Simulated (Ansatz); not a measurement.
# SrO (zincblende structure)

The computed numbers are results of PBEsol, scalar-relativistic (no spin polarisation) in the plane-wave PAW code Ansatz at 420 eV, Γ-centred 10×10×10 mesh, 0.05 eV Gaussian smearing. The datasets are Ansatz's generated set soft_2.

```
Sr O
1.0
     0.00000    2.76933    2.76933
     2.76933    0.00000    2.76933
     2.76933    2.76933    0.00000
Sr O
1 1
Direct
  0.00000 0.00000 0.00000
  0.25000 0.25000 0.25000
```

The start was a prototype's sites filled with these elements. The Crystallography Open Database lists the compound in space group Fm-3m (rock salt), so this is a trial structure.

Question: Which orbitals make up the states within about 0.6 eV of each band edge?

Answer: Valence edge: O 2p 97 %. Conduction edge: Sr 5s 74 %, O 2s 16 %. Shares are among the projected shells; the gap is 2.45 eV.

Density of states (tetrahedra, averaged over 0.4 eV; states/eV per cell of 2 atoms; energy in eV from the Fermi level; projections on Löwdin-orthogonalised atomic orbitals, summed over sites):

```csv
E,total,O 2p,Sr 5s,Sr 4p,O 2s,Sr 4s
-2.85,0.1,0.1,0.0,0.0,0.0,0.0
-2.45,2.4,1.9,0.3,0.0,0.0,0.0
-2.05,4.0,3.4,0.2,0.0,0.0,0.0
-1.65,6.6,6.0,0.0,0.1,0.0,0.0
-1.25,1.9,1.8,0.0,0.1,0.0,0.0
-0.85,0.0,0.0,0.0,0.0,0.0,0.0
-0.45,0.0,0.0,0.0,0.0,0.0,0.0
-0.05,0.0,0.0,0.0,0.0,0.0,0.0
0.35,0.0,0.0,0.0,0.0,0.0,0.0
0.75,0.0,0.0,0.0,0.0,0.0,0.0
1.15,0.0,0.0,0.0,0.0,0.0,0.0
1.55,0.0,0.0,0.0,0.0,0.0,0.0
1.95,0.1,0.0,0.1,0.0,0.0,0.0
2.35,0.1,0.0,0.1,0.0,0.0,0.0
2.75,0.2,0.0,0.1,0.0,0.0,0.0
3.15,0.7,0.1,0.2,0.0,0.0,0.0
3.55,3.1,0.2,1.0,0.0,0.1,0.0
3.95,0.7,0.1,0.3,0.0,0.0,0.0
4.35,0.9,0.1,0.2,0.0,0.0,0.0
4.75,1.7,0.1,0.2,0.0,0.0,0.0
5.15,1.1,0.0,0.0,0.0,0.0,0.0
5.55,0.8,0.0,0.0,0.0,0.0,0.0
5.95,0.5,0.0,0.0,0.0,0.0,0.0
```

Formal charges Sr²⁺, O²⁻ balance and leave closed shells on every ion, so a band insulator is expected, and the gap is 2.45 eV.

The lowest excitation takes an electron from O back to Sr, as in polar semiconductors.

Semilocal functionals underestimate band gaps, commonly by a third or more.
